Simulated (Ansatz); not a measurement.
# GaP: a two-dimensional strain map

Aim: for GaP, strain the cell in the xy plane and along z independently.

Computed with Ansatz 0.2.0 (DFT PBEsol, scalar-relativistic, plane waves, PAW, unless a step's input says otherwise).

## (1) The system as given

The structure is trigonal, space group R-3m (No. 166). Conventional cell: a = 3.886 Å, b = 3.886 Å, c = 19.292 Å, α = 90.00°, β = 90.00°, γ = 120.00°. Ga (site symmetry 3m) has 3 P at 2.40 Å and 1 Ga at 2.49 Å as nearest neighbours. Around P (site symmetry 3m) lie 1 P at 2.21 Å and 3 Ga at 2.40 Å.

Structure file:

```cif
data_structure
_symmetry_space_group_name_H-M 'R-3m:H'
_symmetry_Int_Tables_number 166
_cell_length_a 3.8860
_cell_length_b 3.8860
_cell_length_c 19.2924
_cell_angle_alpha 90.000
_cell_angle_beta 90.000
_cell_angle_gamma 120.000
_cell_volume 252.31
loop_
_atom_site_label
_atom_site_type_symbol
_atom_site_symmetry_multiplicity
_atom_site_Wyckoff_symbol
_atom_site_fract_x
_atom_site_fract_y
_atom_site_fract_z
_atom_site_occupancy
Ga1 Ga 6 c 0.66667 0.33333 0.76871 1
P1 P 6 c 0.33333 0.66667 0.72406 1
```

It goes back to an entry of the Materials Project, which need not be the stable form.

No relaxation comes first: the listed cell is the starting point.

## (2) The reference cell

The reference gives a free energy of -8967.5689 eV, pressure -2.82 GPa, largest force 0.099 eV/Å and gap on the mesh 0.84 eV. It was computed beforehand with the settings of the runs below.

## (3) Setting up a two-dimensional strain map

The cell is strained by p along both x and y and by q along z, with fractional coordinates fixed.

## (4) p = -0.080, q = -0.080

File input.yaml:

```yaml
crystal:
  lattice:
    - [1.7875739614, 1.0320563078, 5.9163452923]
    - [-1.7875739614, 1.0320563078, 5.9163452923]
    - [0.0, -2.0641126157, 5.9163452923]
  atoms:
    - { symbol: Ga, position: [0.435372, 0.435372, 0.435372] }
    - { symbol: Ga, position: [0.564628, 0.564628, 0.564628] }
    - { symbol: P, position: [0.057389, 0.057389, 0.057389] }
    - { symbol: P, position: [0.942611, 0.942611, 0.942611] }
basis:
  ecutwfc: 420
kpoints:
  mp_grid: { grid: [9, 9, 9] }
hamiltonian:
  xc: pbesol
scf:
  occupations: { method: gaussian, width: 0.05 }
output:
  forces: true
  stress: true
  eigenvalues: true
```

## (5) Point p = -0.080, q = 0.000

Edit input.yaml of step 4 so:

```diff
@@ -2,5 +2,5 @@
   lattice:
-    - [1.7875739614, 1.0320563078, 5.9163452923]
-    - [-1.7875739614, 1.0320563078, 5.9163452923]
-    - [0.0, -2.0641126157, 5.9163452923]
+    - [1.7875739614, 1.0320563078, 6.4308101003]
+    - [-1.7875739614, 1.0320563078, 6.4308101003]
+    - [0.0, -2.0641126157, 6.4308101003]
   atoms:
```

## (6) At p = -0.080, q = 0.080

Edit input.yaml of step 5 so:

```diff
@@ -2,5 +2,5 @@
   lattice:
-    - [1.7875739614, 1.0320563078, 6.4308101003]
-    - [-1.7875739614, 1.0320563078, 6.4308101003]
-    - [0.0, -2.0641126157, 6.4308101003]
+    - [1.7875739614, 1.0320563078, 6.9452749083]
+    - [-1.7875739614, 1.0320563078, 6.9452749083]
+    - [0.0, -2.0641126157, 6.9452749083]
   atoms:
```

## (7) At p = 0.000, q = -0.080

Edit input.yaml of step 6 so:

```diff
@@ -2,5 +2,5 @@
   lattice:
-    - [1.7875739614, 1.0320563078, 6.9452749083]
-    - [-1.7875739614, 1.0320563078, 6.9452749083]
-    - [0.0, -2.0641126157, 6.9452749083]
+    - [1.9430151755, 1.1218003346, 5.9163452923]
+    - [-1.9430151755, 1.1218003346, 5.9163452923]
+    - [0.0, -2.2436006692, 5.9163452923]
   atoms:
```

## (8) Point p = 0.000, q = 0.080

Edit input.yaml of step 7 so:

```diff
@@ -2,5 +2,5 @@
   lattice:
-    - [1.9430151755, 1.1218003346, 5.9163452923]
-    - [-1.9430151755, 1.1218003346, 5.9163452923]
-    - [0.0, -2.2436006692, 5.9163452923]
+    - [1.9430151755, 1.1218003346, 6.9452749083]
+    - [-1.9430151755, 1.1218003346, 6.9452749083]
+    - [0.0, -2.2436006692, 6.9452749083]
   atoms:
```

## (9) p = 0.080, q = -0.080

Edit input.yaml of step 8 so:

```diff
@@ -2,5 +2,5 @@
   lattice:
-    - [1.9430151755, 1.1218003346, 6.9452749083]
-    - [-1.9430151755, 1.1218003346, 6.9452749083]
-    - [0.0, -2.2436006692, 6.9452749083]
+    - [2.0984563895, 1.2115443614, 5.9163452923]
+    - [-2.0984563895, 1.2115443614, 5.9163452923]
+    - [0.0, -2.4230887228, 5.9163452923]
   atoms:
```

## (10) p = 0.080, q = 0.000

Edit input.yaml of step 9 so:

```diff
@@ -2,5 +2,5 @@
   lattice:
-    - [2.0984563895, 1.2115443614, 5.9163452923]
-    - [-2.0984563895, 1.2115443614, 5.9163452923]
-    - [0.0, -2.4230887228, 5.9163452923]
+    - [2.0984563895, 1.2115443614, 6.4308101003]
+    - [-2.0984563895, 1.2115443614, 6.4308101003]
+    - [0.0, -2.4230887228, 6.4308101003]
   atoms:
```

## (11) p = 0.080, q = 0.080

Edit input.yaml of step 10 so:

```diff
@@ -2,5 +2,5 @@
   lattice:
-    - [2.0984563895, 1.2115443614, 6.4308101003]
-    - [-2.0984563895, 1.2115443614, 6.4308101003]
-    - [0.0, -2.4230887228, 6.4308101003]
+    - [2.0984563895, 1.2115443614, 6.9452749083]
+    - [-2.0984563895, 1.2115443614, 6.9452749083]
+    - [0.0, -2.4230887228, 6.9452749083]
   atoms:
```

## (12) At p = -0.080, q = -0.040

Edit input.yaml of step 11 so:

```diff
@@ -2,5 +2,5 @@
   lattice:
-    - [2.0984563895, 1.2115443614, 6.9452749083]
-    - [-2.0984563895, 1.2115443614, 6.9452749083]
-    - [0.0, -2.4230887228, 6.9452749083]
+    - [1.7875739614, 1.0320563078, 6.1735776963]
+    - [-1.7875739614, 1.0320563078, 6.1735776963]
+    - [0.0, -2.0641126157, 6.1735776963]
   atoms:
```

(Steps that only read results are left out.)

Q: Predict the outcome of this session. Wanted: highest point; lowest point away from the origin.

The runs gave:

| quantity | value |
| --- | --- |
| highest point | 281.2 meV/atom at (p, q) = (0.080, 0.080) |
| lowest point away from the origin | 84.8 meV/atom at (0.000, -0.080) |

What this shows: No computed point lies below the origin. At |p| = |q| = 0.080, points where p and q have the same sign cost 270.3 meV/atom on average, those of opposite sign 218.9: stretching in the plane is cheaper with a contraction along z. The gap on the mesh runs from 0.00 to 0.84 eV over the map.
